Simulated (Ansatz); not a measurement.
## A vibration from a frozen displacement in Ge

The calculation used DFT r2SCAN, scalar-relativistic, plane waves, PAW (Ansatz 0.2.0). Settings: plane waves to 500 eV, k-mesh 8×8×8 (Γ-centred), Gaussian smearing 0.15 eV. No spin polarisation. Energies are free energies at this smearing, counted from the undisturbed cell; pressure is positive in compression.

Reference structure (relaxed at this level; this form isn't the usual structure):

```
Ge
1.0
    -3.48417    3.48417    3.48417
     3.48417   -3.48417    3.48417
     3.48417    3.48417   -3.48417
Ge
8
Direct
  0.50000 0.00000 0.79890
  0.79890 0.50000 0.00000
  0.00000 0.79890 0.50000
  0.70110 0.70110 0.70110
  0.50000 0.00000 0.20110
  0.20110 0.50000 0.00000
  0.00000 0.20110 0.50000
  0.29890 0.29890 0.29890
```

Atom 1 (Ge) is moved by x along the Cartesian unit vector (0.577, 0.577, -0.577); the cell and all other atoms stay fixed. The cell's volume is 169.18 Å³; the moved atoms weigh 72.630 u together and the others 508.410 u.

| x (Å) | ΔE (meV/cell) | total force on the moved atoms along the move (eV/Å) | pressure (GPa) |
| --- | --- | --- | --- |
| -0.2000 | 126.16 | 1.0510 | -0.4083 |
| -0.1200 | 51.26 | 0.7862 | -0.3029 |
| -0.0400 | 6.06 | 0.3081 | -0.1301 |
| 0.0000 | 0.00 | -0.0152 | -0.0115 |
| 0.0800 | 33.38 | -0.8688 | 0.3167 |
| 0.1600 | 147.62 | -2.0454 | 0.8029 |

Problem. What frequency belongs to this motion?

Solution. The force constant is k = −dF/dx = 8.946 eV/Å², from the parabola through x = -0.0400, 0 and 0.0800. In every cell the moved atoms swing against the rest, so the mass is μ = m₁m₂/(m₁ + m₂) = 63.551 u, and ν̃ = 521.5 cm⁻¹ × √(|k|/μ) = 196 cm⁻¹. Steps this long are already anharmonic: the energies of the same points give k = 9.480 eV/Å², so the harmonic k is uncertain by that gap or more. The pattern needn't be a normal mode: ν̃² is then a weighted mean of the squared nonzero frequencies at the zone centre of this cell, so it lies between the lowest and the highest of them.

Problem. How far does the harmonic law reach?

Solution. At x = -0.200 Å, kx²/2 = 178.92 meV against the computed 126.16 meV (-29.5 %): the well softens in this direction at large amplitude.

In a metal these slopes depend on the k mesh and the smearing.

The structure is the BC8 form of germanium, a distorted tetrahedral network, and the displacement runs along one atom's threefold axis. Positive x pushes the atom towards the bonded neighbour on that axis and negative x pulls it away, while its other three bonds lie nearly perpendicular to the motion. The asymmetry of the well is therefore mainly that of a single covalent Ge–Ge bond: short-range repulsion steepens the compressed side, while weakening orbital overlap softens the stretched side.

The pressure follows the same pattern, changing sign with x and varying almost linearly near the origin. In a cubic crystal, such a first-order response can come only from the fully symmetric part of the displacement, here the change in BC8's one free internal coordinate. This suggests that compression would shift that coordinate as well as shorten the bonds. The restoring force shows resistance to this one displacement, but doesn't establish BC8's stability against transformation to the diamond form.
